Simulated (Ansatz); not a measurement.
MnS:

```
CELL_PARAMETERS angstrom
0.00000 2.60450 2.60450
2.60450 0.00000 2.60450
2.60450 2.60450 0.00000
ATOMIC_POSITIONS crystal
Mn 0.00000 0.00000 0.00000
S 0.50000 0.50000 0.50000
```

Base run:

```yaml
Program: Ansatz 0.2.0
Functional: HF
Potentials_or_basis: Ansatz PAW
Cutoff: 420 eV
Density_cutoff: 1680 eV
k_mesh: 5 × 5 × 5
Occupations: fermi-dirac, width 0.05 eV
Spin: collinear spin, ferromagnetic start
Starting_moments: "[4.0, 0.0] μB"
```

Its results: band gap on the k mesh 9.39 eV, indirect (least direct gap 11.23 eV); net moment 5.00 μB per cell; site moments Mn +4.70; S +0.06 μB.

Task: The run is repeated on the same cell with these changes: functional from HF to r2SCAN50; cutoff from 420 eV to 500 eV; density cutoff from 1680 eV to 2000 eV. What comes out?

Result: Band gap on the k mesh 4.64 eV, indirect (least direct gap 6.94 eV); net moment 5.00 μB per cell; site moments Mn +4.61; S +0.12 μB.

Caveats: the magnetic or orbital state may not be the lowest; the k mesh misses the band edges, so the gap on the mesh is wider than the one along the path; a cell with one magnetic atom can't hold antiferromagnetic order, which such compounds often take.

Not every run made on this cell is shown here.
